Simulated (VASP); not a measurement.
# Ce under changes of volume

One of the cells (35.058 Å³/atom); the others are scaled copies at fixed shape and fractional positions:

```
Ce
1.0
     0.00000    2.59769    2.59769
     2.59769    0.00000    2.59769
     2.59769    2.59769    0.00000
Ce
1
Direct
  0.00000 0.00000 0.00000
```

```yaml
Program: VASP 6.6.1
Functional: PBE
Potentials_or_basis: VASP PAW PBE potentials, release 64 (Ce)
Cutoff: 520 eV
k_mesh: 9 × 9 × 9
Occupations: fermi-dirac, width 0.05 eV
Spin: collinear spin, ferromagnetic start
Starting_moments: "[1.0] μB"
```

```csv
volume (Å³/atom),energy over the lowest point (meV/atom),pressure (GPa),moment (μB per cell)
32.309,0.00,-5.2,0.15
32.996,21.90,-5.1,0.48
33.684,43.67,-5.0,0.69
35.058,87.09,-5.1,0.92
35.746,109.18,-5.1,1.01
36.433,?,?,?
```

Q: What does the run at 36.433 Å³/atom give?

A: Energy over the lowest point 131.40 meV/atom; pressure -5.2 GPa; moment 1.09 μB per cell.

Worked out: A Birch-Murnaghan fit of order 3 (a polynomial in V^(-2/3)) to the other rows has no minimum within the range. It gives 131.57 meV/atom at 36.433 Å³/atom, against the run's 131.40, and -dE/dV = -5.3 GPa, against -5.2. A parabola through the other rows of the moment, of slope -0.0794 μB per Å³/atom there, extrapolates to 0.97 μB, against the run's 1.09.

Energies are extrapolated to zero smearing.

Caveats: the magnetic or orbital state may not be the lowest.
